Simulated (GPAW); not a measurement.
Crystal: SiC.

```xyz
8
Lattice="3.0757 0.0000 0.0000 -1.5378 2.6636 0.0000 0.0000 0.0000 10.0706" Properties=species:S:1:pos:R:3 pbc="T T T"
Si    0.0000    0.0000    1.8922
Si    0.0000    0.0000    6.9275
Si    0.0000    1.7758    4.4094
Si    1.5378    0.8879    9.4447
C     0.0000    0.0000    0.0046
C     0.0000    0.0000    5.0400
C     0.0000    1.7758    2.5157
C     1.5378    0.8879    7.5510
```

The cell is a database's computed one.

Base run:

```yaml
Program: GPAW 26.7.0
Functional: PBEint
Potentials_or_basis: PAW data sets generated in the run's folder for this functional
Cutoff: 800 eV
Basis: pw
k_mesh: 6 × 6 × 2
Occupations: fermi-dirac, width 0.05 eV
Spin: no spin polarisation
```

Its results: band gap on the k mesh 2.09 eV, indirect (least direct gap 3.22 eV); pressure 3.3 GPa; largest force 0.006 eV/Å.

Question: The run is repeated on the same cell with these changes: functional from PBEint to SOGGA. What comes out?

Answer: Band gap on the k mesh 2.11 eV, indirect (least direct gap 3.24 eV); pressure 1.4 GPa; largest force 0.003 eV/Å.

Not every run made on this cell is shown here.
